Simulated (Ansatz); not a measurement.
A nudged elastic band was laid between two geometries of a periodic cell of 17 atoms, Si (host Si, host structure diamond, interstitial Si).

The calculation used DFT PBEsol, scalar-relativistic, plane waves, PAW in Ansatz 0.2.0. Settings: PAW set soft_1, cutoff 420 eV, k mesh 2x2x2, gaussian smearing 0.05 eV, no spin polarisation.

```yaml
movable_images: 3
climbing_image: yes
spring: 5.0 eV/Å²
optimiser: fire
start_path: straight line
force_threshold: 0.05 eV/Å
iteration_limit: 80
end_points: relaxed
```

Initial state:

```xyz
17
Lattice="0.0000 5.4300 5.4300 5.4300 0.0000 5.4300 5.4300 5.4300 0.0000" Properties=species:S:1:pos:R:3
Si -0.002 -0.001 -0.035
Si 1.379 1.379 1.333
Si 2.712 2.716 -0.002
Si 4.045 4.051 1.333
Si 2.745 0.000 2.713
Si 4.064 1.362 4.075
Si 5.427 2.684 2.713
Si 6.808 4.051 4.093
Si -0.002 2.745 2.714
Si 1.359 4.064 4.077
Si 2.675 5.430 2.714
Si 4.044 6.809 4.093
Si 2.713 2.715 5.429
Si 4.066 4.068 6.782
Si 5.427 5.430 5.460
Si 6.787 6.793 6.779
Si 5.425 5.430 2.712
```

Final state:

Only the atoms that move by more than 0.05 Å are listed.
```
Si17 4.076 4.078 4.068
```

What changes between the two ends?

Contacts lost: Si2–Si17. Contacts made: Si13–Si17. The atom that moves furthest is Si17, by 2.34 Å.

Give the energies along the band, and the barrier.

It converged. The highest image is number 2 of 0 to 4, 0.300 eV above the ends, which have the same energy within 2 meV. By the program's own check the climbing image is a first-order saddle point (lowest curvatures found: -0.28 and 0.62 eV/Å²). Limits of this set-up: coarse k mesh, PAW files made for another functional.

| image | path coordinate (Å) | energy (eV) | Si2–Si17 (Å) | Si13–Si17 (Å) |
| --- | --- | --- | --- | --- |
| 0 | 0.00 | 0.000 | 2.39 | 4.70 |
| 1 | 0.78 | 0.196 | 2.52 | 4.00 |
| 2 | 1.57 | 0.300 | 3.15 | 3.08 |
| 3 | 2.32 | 0.186 | 4.02 | 2.51 |
| 4 | 3.08 | 0.000 | 4.70 | 2.39 |

What is the geometry of the highest image?


```xyz
17
Lattice="0.0000 5.4300 5.4300 5.4300 0.0000 5.4300 5.4300 5.4300 0.0000" Properties=species:S:1:pos:R:3
Si -0.073 -0.071 -0.022
Si 1.121 1.124 1.591
Si 2.496 2.498 0.216
Si 3.974 3.977 1.250
Si 2.734 -0.071 2.785
Si 4.145 1.335 3.997
Si 5.526 2.614 2.615
Si 6.892 3.977 4.168
Si -0.073 2.736 2.785
Si 1.333 4.147 3.997
Si 2.612 5.529 2.615
Si 3.974 6.894 4.168
Si 2.954 2.957 5.187
Si 4.145 4.147 6.809
Si 5.526 5.529 5.530
Si 7.009 7.012 6.563
Si 4.735 4.737 3.407
```

The run took 24 min on 1 thread of Arm Neoverse V1, with other jobs on the host, peak memory 0.73 GiB.
